**Q:** I have the pressure of one aluminium crystal from eight density functionals, with the atoms and the cell edges the same each time. The values disagree, and I don't know which disagreement to worry about.

Plane-wave Kohn-Sham DFT with ABINIT 10.8.3 for fcc aluminium, one atom per primitive cell, at a fixed cubic edge of 4.0496 Å (16.60 Å³ per atom). All runs are without spin polarisation and use an 11 × 11 × 11 k mesh and Fermi-Dirac smearing of 0.05 eV. Pressure is positive in compression.

| functional | potentials | wave cutoff | pressure (GPa) |
| --- | --- | --- | --- |
| LDA | JTH-PAW-LDA-v2.0 | 544.228 eV | -3.760 |
| PBE | JTH-PAW-PBE-v2.0 | 544.228 eV | -0.550 |
| PBEsol | JTH-PAW-PBE-v2.0 | 544.228 eV | -1.730 |
| r2SCAN | PseudoDojo-NC-SR-PBE-v0.4-stringent | 653.073 eV | -1.420 |
| AM05 | PseudoDojo-NC-SR-PBEsol-v0.4.1-standard | 544.228 eV | -3.140 |
| HCTH407 | JTH-PAW-PBE-v2.0 | 544.228 eV | -10.680 |
| HLE16 | JTH-PAW-PBE-v2.0 | 544.228 eV | -26.290 |
| LDA-VWN | PseudoDojo-NC-SR-LDA-v0.4.1-standard | 598.65 eV | -3.960 |

**A:** Start with the sign. The column "pressure" is positive when the crystal pushes outward, so a negative value is a tension: the functional wants a smaller cell than the one it was given. What do all the rows have in common?

**Q:** They are all negative, so every functional wants to shrink this cell. PBE comes nearest to zero with −0.55 GPa. I would take it as the correct one and count the distance from zero as the error of the others.

**A:** That would be right if the true static crystal had zero pressure in this cell. But the cell is close to that of real aluminium at room temperature, where the atoms vibrate, and vibration pushes a crystal outward. These calculations hold the nuclei still. A correct functional should therefore show some tension here, of the order of a gigapascal, to balance the missing push. PBE's small value doesn't prove that it is the best, and the pressures alone don't decide between PBE, PBEsol and r2SCAN.

**Q:** Then how do I recognise a failure, if I don't know the exact target?

**A:** By comparing each gap with the gaps that have a harmless origin. LDA and LDA-VWN are almost the same functional, run with different potentials and cutoffs, and they differ by 0.20 GPa. That single pair is no error bar, but it gives a feeling for what the technical choices can do. The gap between r2SCAN and PBEsol, 0.31 GPa, is hardly larger, and r2SCAN ran on a potential made for PBE, with a warning about the kinetic energy density of the core, so I wouldn't defend their order.

**Q:** LDA and PBE differ by 3.2 GPa, which is far more than that.

**A:** Yes, and this difference has a known cause. LDA treats each point of the crystal as if it belonged to a uniform electron gas. When a crystal is stretched, its density becomes less uniform, and gradient corrections lower the energy of such a density. They make stretching cheaper and so weaken the inward pull. PBEsol has a weaker gradient correction in its exchange than PBE, and it lies between LDA and PBE, as this argument suggests.

**Q:** AM05 also contains gradients, yet it is closer to LDA than to PBEsol.

**A:** It was run with a potential made for PBEsol. The program warned that the two functionals don't agree, and the size of the error from that mismatch isn't known. I would leave its exact place open. What matters is that AM05 still belongs to the main group: six of the eight functionals lie within 3.4 GPa of each other.

**Q:** That leaves HCTH407 and HLE16, at −10.7 and −26.3 GPa.

**A:** Those are the failures. HCTH407 lies 6.7 GPa below the lowest of the other six, which is about twice the whole spread of that group. To see what HLE16 means, recall that the bulk modulus of aluminium is very roughly 80 GPa. A tension of one third of the bulk modulus is far more than the usual small errors in lattice constants would produce.

**Q:** Perhaps HLE16 ended in another electronic state. Wouldn't the bands show that?

**A:** Nothing in them points to another state: at the twenty k points listed for both PBE and HLE16, the same levels are filled. Look also at the width of the occupied band, from the lowest level at Γ up to the Fermi level. It is 11.11 eV in PBE and 11.03 eV in HLE16. This width is mainly the kinetic energy of electrons packed to a given density, and the density is set by the cell. HLE16 lowers both ends of the band by about 2.2 eV, as expected if the change in its potential is nearly even through the crystal, and such a shift leaves the width alone. Someone who checked only the occupied band width would find ordinary aluminium, while the pressure reveals the fault at once.

**Q:** Why is the pressure so much more sensitive?

**A:** Because it is the small remainder of large terms. The kinetic energy of the electrons pushes outward, while exchange and other attractive terms pull inward, and near the equilibrium volume they almost cancel. A modest percentage error in one large term then appears in full in the remainder. To judge how large the exchange term is, take the limiting case that suits aluminium best, its three valence electrons spread out as a uniform gas.

**Q:** How do I get a pressure from that?

**A:** In a uniform gas of density n, the exchange energy per electron is

e_x = −(3/4) (3/π)^(1/3) e² n^(1/3),

where e² is 14.4 eV Å. For a fixed number of electrons the total exchange energy varies with volume as V^(−1/3). Pressure is minus the derivative of energy with respect to volume, which gives

P_x = n e_x / 3.

The cell holds 3 electrons in 16.60 Å³, so n is 0.181 per Å³ and e_x is about −6.0 eV. The exchange pressure is then about −0.36 eV/Å³, or −58 GPa.

**Q:** So exchange alone pulls with 58 GPa, and the remainders in the main group are only a few gigapascals.

**A:** Exactly, and each percent of exchange is worth about 0.6 GPa. Now use how HLE16 was made: it is HCTH407 with the exchange raised by a quarter and the correlation halved, a change meant to improve band gaps and excitation energies, not the pressure of a crystal. A quarter more exchange should add about −14.5 GPa. The calculated step from HCTH407 to HLE16 is −15.6 GPa.

**Q:** That is within a tenth. Does it settle the matter?

**A:** It supports the sign and the order of magnitude, and I wouldn't ask more of it. The estimate leaves out the halved correlation. In a uniform gas correlation also pulls inward, so halving it would be expected to act in the opposite direction. It also takes the exchange of a uniform gas, whereas HCTH407 has its own exchange and the crystal has density gradients. The close agreement may owe something to omissions that offset each other. The estimate contains no adjusted constant, but it was applied only to this one step; the printed output after this conversation lists it beside the differences.

**Q:** HLE16 ran on a potential made for PBE. Could that be the real culprit?

**A:** It may contribute. The run itself gave no warning about it, but the notes supplied with the data call such potentials unfit for a strongly reshaped functional, a judgement that comes from tests on other systems. The reason is plain enough: a functional with such altered exchange would also change the core electrons and their effect on the valence electrons. PBEsol and HCTH407 used the same PBE potential, and PBEsol stayed in the main group, so a foreign functional on this potential doesn't by itself produce a huge tension. But PBEsol is a close relative of PBE and HLE16 is not. Separating the two contributions would take a potential generated with HLE16 itself, or a calculation that treats all the electrons, and there is no such run here.

**Q:** HCTH407 lacks the extra exchange of HLE16, and it still fails. Why?

**A:** Ask what each functional does when the density is uniform. The six functionals of the main group were built to return to the uniform-gas energy in that limit. HCTH407 was fitted to data for molecules and was not held to it. In a molecule the density varies strongly almost everywhere, so an error at small gradients can be balanced by an opposite one at larger gradients. Aluminium's valence electrons are spread far more evenly, and much of that balance is lost.

**Q:** So the table divides just where the uniform limit is given up.

**A:** It does, though HLE16 is derived from HCTH407, so the two aren't independent witnesses. The rows are also a selection: runs that failed or met a known fault of the program were left out, as were some with graver warnings, so a fuller set might not divide as cleanly. For HCTH407 I consider the broken limit a likely cause, but it needn't be the larger part. The pressures don't show how much comes from that limit, how much from the way the functional treats gradients, and how much from the potential made for PBE. To find the first part you would need the exchange and correlation energies of HCTH407 for a uniform gas at this density, followed through a change of volume.

**Q:** What should I do when I meet an unfamiliar functional for a metal like this one?

**A:** Find out first what it gives for a uniform gas. If its exchange there is too strong by some percentage, expect an extra inward pull of about 0.6 GPa for each percent at aluminium's density, before correlation and gradients have their say. Then calculate the pressure in a cell close to the measured one and compare it with functionals that keep the limit. A deviation of a few gigapascals may be the ordinary difference between gradient corrections. One well outside that range tells you not to use that functional with that potential for lattice constants, elastic data or stresses of this metal, however sensible its bands look.

Printed output of the fit:

```
Pressure and its difference from PBE, GPa:
      row  pressure  minus_PBE
      LDA     -3.76      -3.21
      PBE     -0.55          0
   PBEsol     -1.73      -1.18
   r2SCAN     -1.42      -0.87
     AM05     -3.14      -2.59
  HCTH407    -10.68     -10.13
    HLE16    -26.29     -25.74
  LDA-VWN     -3.96      -3.41
Rows with negative pressure: 8
Spread of the six rows without HCTH407 and HLE16, GPa: 3.41
LDA minus LDA-VWN (other potential and cutoff), GPa: 0.2
r2SCAN minus PBEsol, GPa: 0.31
AM05 minus PBEsol, GPa: -1.41
Way from LDA to PBE covered by PBEsol, percent: 63.24
HCTH407 minus the lowest of the six other rows, GPa: -6.72
HLE16 minus HCTH407, GPa: -15.61
Occupied band width in PBE, eV: 11.11
Occupied band width in HLE16, eV: 11.03
Band width HLE16 minus PBE, eV: -0.07278
Exchange pressure of the uniform gas at this valence density, GPa: -58.03
One percent of that exchange pressure, GPa: -0.5803
Estimated effect of 25 percent more exchange, GPa: -14.51
Estimate divided by the computed step HCTH407 to HLE16: 0.9294
```
